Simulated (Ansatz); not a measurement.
# CrI3 monolayer in a perpendicular field, part 2 of 2

What dipole does a perpendicular field induce in the CrI3 monolayer, and does the gap follow? A positive field points along +c.

Ansatz 0.2.0; plane-wave DFT, PBE-D3(BJ), Ansatz PAW (set soft_1); PAW set soft_1.

So far. Step 2 (Relaxing the slab): The lattice constant a goes from 6.907 to 6.836 Å.

**3. Single point, field 0**

A sawtooth potential applies the field, turning back in the middle of the vacuum. With the dipole correction the typed value is the field outside the slab. The induced dipole is small, so the SCF threshold is tight.

The cell differs from the one that the last finished run ended in (c 37.249 → 21.128 Å).

input.yaml

```yaml
crystal:
  lattice:
    - [6.8358022558, 0.0, 0.0]
    - [-3.4179011279, 5.9199784087, 0.0]
    - [0.0, 0.0, 21.1283061932]
  atoms:
    - { symbol: I, position: [0.6485077334, 0.0, 0.4259688362], spin: -0.05 }
    - { symbol: I, position: [0.0, 0.6485077334, 0.4259688362], spin: -0.05 }
    - { symbol: I, position: [0.3514922666, 0.3514922666, 0.4259688362], spin: -0.05 }
    - { symbol: Cr, position: [0.3333333333, 0.6666666667, 0.5], spin: 2.93 }
    - { symbol: Cr, position: [0.6666666667, 0.3333333333, 0.5], spin: 2.93 }
    - { symbol: I, position: [0.3514922666, 0.0, 0.5740311638], spin: -0.05 }
    - { symbol: I, position: [0.0, 0.3514922666, 0.5740311638], spin: -0.05 }
    - { symbol: I, position: [0.6485077334, 0.6485077334, 0.5740311638], spin: -0.05 }
magnetization:
  spin_polarized: true
kpoints:
  mp_grid: { grid: [12, 12, 1] }
  band_path:
    path: [[0, 0, 0], [0.5, 0, 0], [0.33333333, 0.33333333, 0], [0, 0, 0]]
    npoints: 16
hamiltonian:
  xc: pbe
  dispersion: d3bj
  pseudopotentials: { kind: paw, azcp: { folder: soft_1 } }
scf:
  occupations: { method: fermi_dirac, width: 0.02585 }
  convergence: { dr2_threshold: 1.0e-10 }
efield:
  axis: 3
  dipole_correction: true
  ramp_position: 0.97
  ramp_width: 0.06
  amplitude: 0
output:
  dos: { projected: true, e_range: [-6, 5] }
  write_potential: true
  write_density: true
  volumetric_format: npy
  elf: true
```

Run with:

```sh
$ ansatz run input.yaml --threads 4 --pin off --max-ram 12288MiB --backend cpu --events-out ev --progress --plain --runs-dir out
```

Numbers of over 12 decimals in the logs are rounded to 6 here.

The program printed:

```text
[...]
Crystal: 8 atoms, lattice volume = 855.016 Å³
Basis set: ecut = 420 eV, 16763 PW (Γ)
Bands: 82, of which v1, the nominal top of the filled ones, is band 65 counted from 1 (64 counted from 0)
Symmetry: 6 space group operations
k-points: 19 of 144 (time reversal used)
[...]
Starting moments: Σ|m| = 6.16 μB on 8 of 8 sites
[...]
SCF iter   1: F=—  HF=-51838.833610 eV  |F-HF|=—  |Δ(HF+E_count)|=         —  Δρ=1.68e-2 (↑1.44e-2 ↓1.68e-2)  dr2=7.50e0  dr2_m=3.46e-1  M=6.000 μB ∫|m|=6.707 μB  β_m=1.00  ethr=3.10e-3  p=0.000 e·Å  D=7.80e-14 V/Å  ΔV_dip=-0.00 eV  dr2_dipole=6.26e-9  V_vac-E_F(+/−)=4.69/4.69 eV  ⟨swp⟩=11.2  Hψ=15405  notcnv=0  defer=33
[...]
efield: sawtooth ramp at fractional position 0.9700 (set: `efield.ramp_position`, or a place that a band, a saddle search or an elastic batch's reference lends), width 0.0600; the density the first Hamiltonian is built on has a dipole p = 0.000 e·Å; the dipole correction subtracts the counter field D = 7.80e-14 V/Å, which shifts the + side's vacuum level by -0.00 eV against the − side's; the planar-averaged density in the ramp window peaks in size at 6.1e-6 e/Å³
[...]
SCF iter   2: F=—  HF=-51839.134785 eV  |F-HF|=—  |Δ(HF+E_count)|=   3.01e-1  Δρ=6.96e-3 (↑6.08e-3 ↓6.96e-3)  dr2=5.32e-1  dr2_m=1.90e-1  M=6.000 μB ∫|m|=7.125 μB  β_m=1.00  ethr=3.10e-3  p=0.000 e·Å  D=7.48e-6 V/Å  ΔV_dip=-0.00 eV  dr2_dipole=5.78e-9  V_vac-E_F(+/−)=5.20/5.20 eV  ⟨swp⟩=3.8  Hψ=7002  notcnv=0  defer=313  κ⁻¹=1.0e0(r=1)
density mixer auto → broyden: gapped, with many states about μ (density of states about μ 0.29 of a free-electron gas's, 108 screened modes)
SCF iter   3: F=—  HF=-51839.086435 eV  |F-HF|=—  |Δ(HF+E_count)|=   4.83e-2  Δρ=2.98e-3 (↑2.89e-3 ↓2.98e-3)  dr2=1.84e-1  dr2_m=9.36e-4  M=6.000 μB ∫|m|=7.200 μB  β_m=1.00  ethr=4.09e-4  p=-0.000 e·Å  D=-5.38e-7 V/Å  ΔV_dip=0.00 eV  dr2_dipole=3.68e-11  V_vac-E_F(+/−)=5.11/5.11 eV  ⟨swp⟩=2.4  Hψ=4037  notcnv=0  defer=323  κ⁻¹=4.5e-2(r=2)
[...]
SCF iter  17: F=-51839.162162 eV  HF=-51839.162162 eV  |F-HF|=2.18e-11  |Δ(HF+E_count)|=  8.00e-11  Δρ=2.82e-8 (↑2.82e-8 ↓2.35e-8)  dr2=4.27e-11  dr2_m=1.30e-13  M=6.000 μB ∫|m|=7.188 μB  ethr=1.00e-12  p=-0.000 e·Å  D=-2.98e-10 V/Å  ΔV_dip=0.00 eV  dr2_dipole=1.08e-17  V_vac-E_F(+/−)=5.03/5.03 eV  ⟨swp⟩=14.3  Hψ=14057  notcnv=0
SCF 1 converged in 17 iterations: F = -51839.162162 eV  dr2 = 4.27e-11
[...]
this state was not tested for a lower state beside it, because the mixer in use, unlike msr1, does not test its closes by its own steps (another_mixer; see scf.mixing.algorithm and scf.lower_state_search)
NSCF: frozen V_eff on 49 k-points
efield: sawtooth ramp at fractional position 0.9700 (kept from the solve that this one continues, or follows in the run), width 0.0600; the density the first Hamiltonian is built on has a dipole p = -0.000 e·Å; the dipole correction subtracts the counter field D = -2.98e-10 V/Å, which shifts the + side's vacuum level by +0.00 eV against the − side's; the planar-averaged density in the ramp window peaks in size at 6.4e-6 e/Å³
SCF converged after 17 iterations
Magnetization: 6.0000 μB (68.0000 up, 62.0000 down)
Absolute magnetization: 7.1655 μB (∫|ρ↑−ρ↓|, with the PAW one-centre terms)
[...]
Per-site moments (μB) at R_I (Å): [(-0.049482, 1.119933), (-0.049482, 1.119933), (-0.049482, 1.119933), (2.925462, 1.119933), (2.925462, 1.119933), (-0.049482, 1.119933), (-0.049482, 1.119933), (-0.049482, 1.119933)]
Free energy (F): -51839.162162 eV
[...]
Internal energy: -51839.162162 eV  (E = F + TS)
E sigma→0 (E₀):  -51839.162162 eV
Fermi energy:    -1.138063 eV
Dipole field:    D = 0.000000 V/Å  (p = 0.000000 e·Å, saw-weighted, corrected)
Work function:   Φ+ = 5.0313 eV   Φ− = 5.0313 eV
Levels:          The Fermi level and band energies are counted from a zero that moves with the ramp; work functions are not
[...]
--- Band table (eV; the first three rows and the last of 38) ---
  k-point 0 ↑: bands = [... 61 lower, -2.4633, -2.4633, -2.4488, -2.2704, -2.2704, -1.7862, -1.7862, -0.4824, ... 13 higher]
  k-point 1 ↑: bands = [... 61 lower, -2.5569, -2.4770, -2.4102, -2.2676, -2.2648, -1.8337, -1.7816, -0.4817, ... 13 higher]
  k-point 2 ↑: bands = [... 61 lower, -2.6767, -2.5067, -2.3872, -2.2653, -2.2553, -1.9296, -1.7784, -0.4793, ... 13 higher]
  k-point 18 ↓: bands = [... 61 lower, -2.4290, 0.0804, 0.0804, 0.2099, 0.3469, 0.5561, 0.5561, 0.9085, ... 13 higher]
```

Elapsed: 2.7 min, on 4 threads of Intel Xeon Platinum 8259CL at 2.50GHz (Skylake/Cascade Lake), shared host; peak memory 3.9 GiB.

Numbers from this step:

```
gap on the k-mesh                 : 1.283 eV
dipole along the normal           : 8.69e-9 e·Å
gap along the path                : 1.282 eV
ionisation energy, upper face     : 5.668 eV
electron affinity, upper face     : 4.386 eV
gap, the smaller of path and mesh : 1.282 eV
```

Running mean over a fixed 2.8 Å (it still follows the layers) of the planar mean; the ramp of the sawtooth is left out. Table of electron's electrostatic potential energy less the Fermi level by z:

| z (Å) | electron's electrostatic potential energy less the Fermi level (eV) |
| --- | --- |
| 2.93 | 5.03 |
| 3.37 | 5.03 |
| 3.81 | 5.03 |
| 4.11 | 5.03 |
| 4.55 | 5.03 |
| 4.99 | 5.03 |
| 5.43 | 5.02 |
| 5.87 | 4.99 |
| 6.16 | 4.93 |
| 6.60 | 4.67 |
| 7.04 | 3.68 |
| 7.48 | 2.01 |
| 7.92 | 0.255 |
| 8.36 | -1.40 |
| 8.66 | -2.22 |
| 9.10 | -3.24 |
| 9.54 | -3.94 |
| 9.98 | -3.86 |
| 10.42 | -3.81 |
| 10.71 | -3.81 |
| 11.15 | -3.86 |
| 11.59 | -3.94 |
| 12.03 | -3.24 |
| 12.47 | -2.22 |
| 12.77 | -1.40 |
| 13.21 | 0.255 |
| 13.65 | 2.01 |
| 14.09 | 3.68 |
| 14.53 | 4.67 |
| 14.97 | 4.93 |
| 15.26 | 4.99 |
| 15.70 | 5.02 |
| 16.14 | 5.03 |
| 16.58 | 5.03 |
| 17.02 | 5.03 |
| 17.31 | 5.03 |
| 17.75 | 5.03 |
| 18.19 | 5.03 |

The density of states has structure finer than the step of the table below, so its rows give means over 0.25 eV, whole bins alone (the curve runs from -6 to 2.63 eV). Peaks (eV: height): total -4.100: 23.6, -3.630: 28.0, -3.300: 23.7, -2.440: 27.1, -1.370: 26.1, 0.730: 24.4, 1.640: 27.8; up -4.100: 18.2, -3.630: 24.5, -2.440: 14.2, -1.420: 15.9, -1.150: 16.5, 0.730: 24.4, 0.810: 15.5; down -3.300: 15.6, 1.200: 15.1, 1.470: 22.1, 1.640: 27.8, 1.720: 16.9, 1.970: 16.6, 2.020: 18.5.

Density of states against energy, zero at the Fermi level of the run, which the smearing sets inside the gap; means over each step; values in states/eV a cell:

| energy (eV) | total | up | down |
| --- | --- | --- | --- |
| -5.50 | 0 | 0 | 0 |
| -5.25 | 1.77 | 1.77 | 0 |
| -5.00 | 2.89 | 2.32 | 0.572 |
| -4.75 | 4.09 | 1.74 | 2.35 |
| -4.50 | 4.27 | 2.33 | 1.94 |
| -4.25 | 9.97 | 5.89 | 4.08 |
| -4.00 | 11.5 | 5.72 | 5.82 |
| -3.75 | 11.8 | 7.04 | 4.73 |
| -3.50 | 7.56 | 3.80 | 3.76 |
| -3.25 | 10.3 | 5.98 | 4.35 |
| -3.00 | 7.37 | 4.74 | 2.63 |
| -2.75 | 10.6 | 4.48 | 6.15 |
| -2.50 | 12.8 | 6.67 | 6.15 |
| -2.25 | 8.62 | 2.65 | 5.97 |
| -2.00 | 12.7 | 8.63 | 4.09 |
| -1.75 | 10.3 | 4.96 | 5.33 |
| -1.50 | 12.7 | 7.24 | 5.45 |
| -1.25 | 11.2 | 7.04 | 4.11 |
| -1.00 | 10.00 | 7.39 | 2.61 |
| -0.75 | 5.37 | 5.09 | 0.274 |
| -0.50 | 0.0973 | 0.0973 | 0 |
| -0.25 | 0 | 0 | 0 |
| 0.00 | 0 | 0 | 0 |
| 0.25 | 0 | 0 | 0 |
| 0.50 | 0 | 0 | 0 |
| 0.75 | 11.2 | 11.2 | 0 |
| 1.00 | 4.26 | 4.24 | 0.0227 |
| 1.25 | 7.38 | 0 | 7.38 |
| 1.50 | 8.42 | 0 | 8.42 |
| 1.75 | 7.63 | 0 | 7.63 |
| 2.00 | 7.35 | 0 | 7.35 |
| 2.25 | 4.67 | 0 | 4.67 |
| 2.50 | 0 | 0 | 0 |

Projected DOS per atom over height of the atomic layer and energy from the Fermi level. Layers: I3 Cr2 I3 from below.

Ten even steps from '0' (0.00 states/eV) to '9' (3.73 states/eV), each cell a mean:
```
000
181
090
080
252
000
000
000
111
353
444
343
323
333
232
232
323
313
111
111
000
000
```
Columns: height of the atomic layer (Å) from 9 to 12.1; rows upwards: energy from the Fermi level (eV) from -5.96 to 2.59.

Projected DOS per atom, spin up over height of the atomic layer and energy from the Fermi level. Layers: I3 Cr2 I3 from below.

Ten even steps from '_' (0.00 states/eV) to '@' (2.11 states/eV), each cell a mean:
```
______
______
______
______
--@@--
__..__
______
______
::::::
--@@--
::**::
--**--
::--::
::==::
::==::
::==::
::::::
--::--
......
......
______
______
```
Columns: height of the atomic layer (Å) from 9 to 12.1; rows upwards: energy from the Fermi level (eV) from -5.96 to 2.59.

Projected DOS per atom, spin down over height of the atomic layer and energy from the Fermi level. Layers: I3 Cr2 I3 from below.

Ten even steps from '_' (0.00 states/eV) to '@' (3.73 states/eV), each cell a mean:
```
______
..%%..
__@@__
__##__
______
______
______
______
______
..__..
::__::
..__..
::__::
::..::
..__..
..__..
::__::
..__..
______
______
______
______
```
Columns: height of the atomic layer (Å) from 9 to 12.1; rows upwards: energy from the Fermi level (eV) from -5.96 to 2.59.

Deep bands are left out, so band numbers here count from the lowest band kept and differ from the log's. The electronic bands at the labelled points (eV, zero at the Fermi level of the run, which the smearing sets inside the gap; # counts the bands kept):

```
  point  up #23  up #24  up #25  up #26  down #17  down #18  down #19  down #20
      Γ   -0.65   -0.65    0.66    0.66     -0.79     -0.79      1.31      1.31
halfway   -0.87   -0.65    0.66    0.72     -1.36     -1.01      1.25      1.35
      M   -0.95   -0.73    0.73    0.74     -1.40     -1.03      1.14      1.19
halfway   -0.90   -0.74    0.71    0.77     -1.35     -1.14      1.18      1.19
      K   -0.80   -0.80    0.69    0.82     -1.29     -1.29      1.22      1.22
halfway   -0.90   -0.65    0.65    0.75     -1.37     -1.11      1.28      1.29
      Γ   -0.65   -0.65    0.66    0.66     -0.79     -0.79      1.31      1.31
```

Spin density in the ca plane at fractional y = 0.333, with atoms of I and Cr within 0.2 Å of it.

Values in e/Å³, 10 rows by 16 columns, each cell a mean:
```
0.0 0.0 0.0 0.0 0.0 0.0 0.0 0.0 0.0 0.0 0.0 0.0 0.0 0.0 0.0 0.0
0.0 0.0 0.0 0.0 0.0 0.0 0.0 0.0 0.1 0.0 0.0 0.0 0.0 0.0 0.0 0.0
0.0 0.0 0.0 0.0 0.0 0.0 0.0 0.0 0.9 0.7 0.0 0.0 0.0 0.0 0.0 0.0
0.0 0.0 0.0 0.0 0.0 0.0 0.0 0.0 1.3 1.3 0.0 0.0 0.0 0.0 0.0 0.0
0.0 0.0 0.0 0.0 0.0 0.0 0.0 0.0 0.1 0.2 0.0 0.0 0.0 0.0 0.0 0.0
0.0 0.0 0.0 0.0 0.0 0.0 0.0 0.0 0.0 0.0 0.0 0.0 0.0 0.0 0.0 0.0
0.0 0.0 0.0 0.0 0.0 0.0 0.0 0.0 0.0 0.0 0.0 0.0 0.0 0.0 0.0 0.0
0.0 0.0 0.0 0.0 0.0 0.0 0.0 0.0 0.0 0.0 0.0 0.0 0.0 0.0 0.0 0.0
0.0 0.0 0.0 0.0 0.0 0.0 0.0 0.0 0.0 0.0 0.0 0.0 0.0 0.0 0.0 0.0
0.0 0.0 0.0 0.0 0.0 0.0 0.0 0.0 0.0 0.0 0.0 0.0 0.0 0.0 0.0 0.0
```
Columns run along c (16.0 Å, from fractional 0.08 to 0.84 of the cell), rows up along a (6.8 Å). Atoms in or near the plane, at fractional coordinates: I at (0.43, 0.35), Cr at (0.50, 0.67), I at (0.57, 0.00).

Valence density in the ca plane at fractional y = 0.333, with atoms of I and Cr within 0.2 Å of it. It is the smooth field of the valence electrons, not physical close to the nuclei.

Values in e/Å³, 10 rows by 16 columns, each cell a mean:
```
 0  0  0  0  0  0  0  0  0  1  7  1  0  0  0  0
 0  0  0  0  0  0  0  0  0  0  1  0  0  0  0  0
 0  0  0  0  0  0  0  0  4  3  0  0  0  0  0  0
 0  0  0  0  0  0  0  0  6  6  0  0  0  0  0  0
 0  0  0  0  0  0  0  0  1  1  0  0  0  0  0  0
 0  0  0  0  0  0  1  3  0  0  0  0  0  0  0  0
 0  0  0  0  0  0  2 10  1  0  0  0  0  0  0  0
 0  0  0  0  0  0  0  2  0  0  0  0  0  0  0  0
 0  0  0  0  0  0  0  0  0  0  1  0  0  0  0  0
 0  0  0  0  0  0  0  0  0  1  8  1  0  0  0  0
```
Columns run along c (16.0 Å, from fractional 0.08 to 0.84 of the cell), rows up along a (6.8 Å). Atoms in or near the plane, at fractional coordinates: I at (0.43, 0.35), Cr at (0.50, 0.67), I at (0.57, 0.00).

ELF in the ca plane at fractional y = 0.333, with atoms of I and Cr within 0.2 Å of it. It is the smooth field of the valence electrons, not physical close to the nuclei.

Ten even steps from '0' (0.00) to '9' (0.87), each cell a mean:
```
00000000000000000000000037633347986310000000
00000000000000000000111126754468975210000000
00000000000000000001111113787788753100000000
00000000000000000001111232257765320000000000
00000000000000000001112575322221000000000000
00000000000000000000114798521100000000000000
00000000000000000001113688411100000000000000
00000000000000001234542255211100000000000000
00000000000000135677776322111100000000000000
00000000000001358886567731111100000000000000
00000000000002478863336751000000000000000000
00000000000002479853435751000000000000000000
00000000000001478863336751000000000000000000
00000000000001257886567731123321000000000000
00000000000000135788787512577776421000000000
00000000000000001345653114777788753100000000
00000000000000000001110027754468874200000000
00000000000000000000000037633347985310000000
```
Columns run along c (16.0 Å, from fractional 0.08 to 0.84 of the cell), rows up along a (6.8 Å). Atoms in or near the plane, at fractional coordinates: I at (0.43, 0.35), Cr at (0.50, 0.67), I at (0.57, 0.00).

The gap is 1.28 eV, with the valence edge 5.67 eV and the conduction edge 4.39 eV under the upper vacuum level. Spin-orbit coupling, left out in this run, matters for the bands of elements this heavy.

**4. Atoms held, field 0.1 V/Å**

Edit input.yaml of step 3 so:

```diff
@@ -31,7 +31,6 @@
   dipole_correction: true
-  ramp_position: 0.97
-  ramp_width: 0.06
-  amplitude: 0
+  ramp_position: 0.9569
+  ramp_width: 0.0861
+  amplitude: 0.1
 output:
-  dos: { projected: true, e_range: [-6, 5] }
   write_potential: true
@@ -39,2 +38 @@
   volumetric_format: npy
-  elf: true
```

The program printed:

```text
[...]
Crystal: 8 atoms, lattice volume = 855.016 Å³
Basis set: ecut = 420 eV, 16763 PW (Γ)
Bands: 82, of which v1, the nominal top of the filled ones, is band 65 counted from 1 (64 counted from 0)
Symmetry: 6 space group operations
k-points: 19 of 144 (time reversal used)
[...]
Starting moments: Σ|m| = 6.16 μB on 8 of 8 sites
[...]
k-point 1 ↑: bands = [... 61 lower, -2.5571, -2.4774, -2.4104, -2.2681, -2.2653, -1.8340, -1.7819, -0.4821, ... 13 higher]
  k-point 2 ↑: bands = [... 61 lower, -2.6759, -2.5071, -2.3874, -2.2658, -2.2557, -1.9298, -1.7787, -0.4797, ... 13 higher]
  k-point 18 ↓: bands = [... 61 lower, -2.4290, 0.0800, 0.0800, 0.2095, 0.3465, 0.5557, 0.5557, 0.9080, ... 13 higher]
[key lines of the parts left out:]
SCF converged after 17 iterations
Magnetization: 6.0000 μB (68.0000 up, 62.0000 down)
Free energy (F): -51839.168157 eV
Fermi energy:    -1.138380 eV
Dipole field:    D = 0.025378 V/Å  (p = 0.119913 e·Å, saw-weighted, corrected)
```

It took 2.7 min on 4 threads; peak memory 3.9 GiB.

The dipole is 0.120 e·Å, and the gap 1.282 eV.

**5. Single point, field -0.1 V/Å**

Edit input.yaml of step 4 so:

```diff
@@ -33,3 +33,3 @@
   ramp_width: 0.0861
-  amplitude: 0.1
+  amplitude: -0.1
 output:
```

The program printed:

```text
[...]
Crystal: 8 atoms, lattice volume = 855.016 Å³
Basis set: ecut = 420 eV, 16763 PW (Γ)
Bands: 82, of which v1, the nominal top of the filled ones, is band 65 counted from 1 (64 counted from 0)
Symmetry: 6 space group operations
k-points: 19 of 144 (time reversal used)
[...]
Starting moments: Σ|m| = 6.16 μB on 8 of 8 sites
[...]
k-point 1 ↑: bands = [... 61 lower, -2.5573, -2.4776, -2.4105, -2.2682, -2.2654, -1.8342, -1.7820, -0.4822, ... 13 higher]
  k-point 2 ↑: bands = [... 61 lower, -2.6760, -2.5073, -2.3875, -2.2659, -2.2559, -1.9300, -1.7788, -0.4798, ... 13 higher]
  k-point 18 ↓: bands = [... 61 lower, -2.4292, 0.0798, 0.0798, 0.2094, 0.3464, 0.5555, 0.5555, 0.9078, ... 13 higher]
[key lines of the parts left out:]
SCF converged after 17 iterations
Magnetization: 6.0000 μB (68.0000 up, 62.0000 down)
Free energy (F): -51839.168157 eV
Fermi energy:    -1.138538 eV
Dipole field:    D = -0.025378 V/Å  (p = -0.119913 e·Å, saw-weighted, corrected)
```

Run time: 2.7 min. Hardware: 4 threads; peak memory 3.9 GiB.

The dipole is -0.120 e·Å, and the gap 1.282 eV.

**6. Response, atoms held**

This step: plane-wave DFT, PBE-D3(BJ), Ansatz PAW (set soft_1); response to a field along the normal, atoms held; PAW set soft_1 (Ansatz 0.2.0).

The dipoles give the slope, and the difference of two potentials shows where the field is screened.

This step gave:

| Quantity | Value |
| --- | --- |
| equivalent conductor thickness p/(ε₀AE) | 5.362 Å |
| distance between the outer atoms | 3.128 Å |

Dipole of the cell against applied field:

```csv
applied field (V/Å),dipole of the cell (e·Å)
-0.1000,-0.120
0.0000,0
0.1000,0.120
```

The total moment stays at 6 μB for applied field from -0.1 to 0.1 V/Å.

Local field over the applied field, running mean. From the potentials at -0.1 and 0.1 V/Å; running mean over 2.5 Å. The local field over applied field by z:

```csv
z (Å),local field over applied field
4.11,0.999
4.40,0.999
4.84,0.996
5.14,0.993
5.58,0.981
5.87,0.966
6.16,0.940
6.60,0.870
6.90,0.798
7.19,0.710
7.63,0.562
7.92,0.458
8.36,0.307
8.66,0.220
8.95,0.155
9.39,0.103
9.68,0.0908
9.98,0.0835
10.42,0.0766
10.71,0.0766
11.15,0.0835
11.44,0.0908
11.74,0.103
12.18,0.155
12.47,0.220
12.77,0.307
13.21,0.458
13.50,0.562
13.94,0.710
14.23,0.798
14.53,0.870
14.97,0.940
15.26,0.966
15.55,0.981
15.99,0.993
16.29,0.996
16.73,0.999
17.02,0.999
```

Electrons, planar mean, per unit field. Induced electron density against z:

| z (Å) | induced electron density (e/Å³ per V/Å) |
| --- | --- |
| 4.11 | 2.9e-6 |
| 4.55 | 8.3e-6 |
| 4.99 | 2.3e-5 |
| 5.43 | 6.2e-5 |
| 5.87 | 1.6e-4 |
| 6.31 | 3.9e-4 |
| 6.75 | 9.1e-4 |
| 7.19 | 0.00190 |
| 7.63 | 0.00315 |
| 8.07 | 0.00308 |
| 8.51 | 0.00140 |
| 8.95 | 0.00108 |
| 9.39 | 1.3e-4 |
| 9.83 | -9.1e-4 |
| 10.27 | -7.2e-4 |
| 10.86 | 7.2e-4 |
| 11.30 | 9.1e-4 |
| 11.74 | -1.3e-4 |
| 12.18 | -0.00108 |
| 12.62 | -0.00140 |
| 13.06 | -0.00308 |
| 13.50 | -0.00315 |
| 13.94 | -0.00190 |
| 14.38 | -9.1e-4 |
| 14.82 | -3.9e-4 |
| 15.26 | -1.6e-4 |
| 15.70 | -6.2e-5 |
| 16.14 | -2.3e-5 |
| 16.58 | -8.3e-6 |
| 17.02 | -2.9e-6 |

By hand: between -0.1 and 0.1 V/Å the dipole changes by 0.2398 e·Å, a slope of 1.199 e·Å²/V. A perfect conductor of thickness t has p = ε₀AEt, so t = 180.95 × 1.199 / 40.468 = 5.36 Å (e/ε₀ = 180.95 V·Å, A in Å²).

The induced dipole is that of a conductor 5.36 Å thick.

**7. Results**

```
gap without field                          : 1.28 eV
ionisation energy, upper face              : 5.67 eV
electron affinity, upper face              : 4.39 eV
equivalent conductor thickness, atoms held : 5.36 Å
```

**Reading.** The induced dipole equals that of a perfect conductor 5.36 Å thick, while the outer atoms lie 3.13 Å apart; an out-of-plane ε follows only once a thickness t is chosen, by 1 − 1/ε = 5.36 Å / t. The gap stays within 0.01 eV of 1.28 eV over the fields run, up to 0.1 V/Å in size. Semilocal functionals give gaps that are too small, and excitons are not included. The magnetic order is the one reached from the typed start; other orders were not compared. Spin-orbit coupling is left out, which matters for the bands of elements this heavy.

[Logs are printed without paths, hosts, clocks, repeated set-up lines and the standing remarks that a program may print on its own settings, such as how far it seeks lower states.]

[Hosts, paths, dates, database ids (printed as entryN), source tags and the programs' standing remarks are cut or masked in the printed files.]

[Maps of the electrostatic potential energy from Ansatz leave out the sawtooth potential of an applied field or a dipole correction, so their vacuum need not be flat; planar profiles and work functions include it.]

[The density of states shown here was stored with 400 of the rows of the run's finer table, so its peaks can read low, often by over a quarter, or be missed, and its means over a window can be off by a tenth or more.]
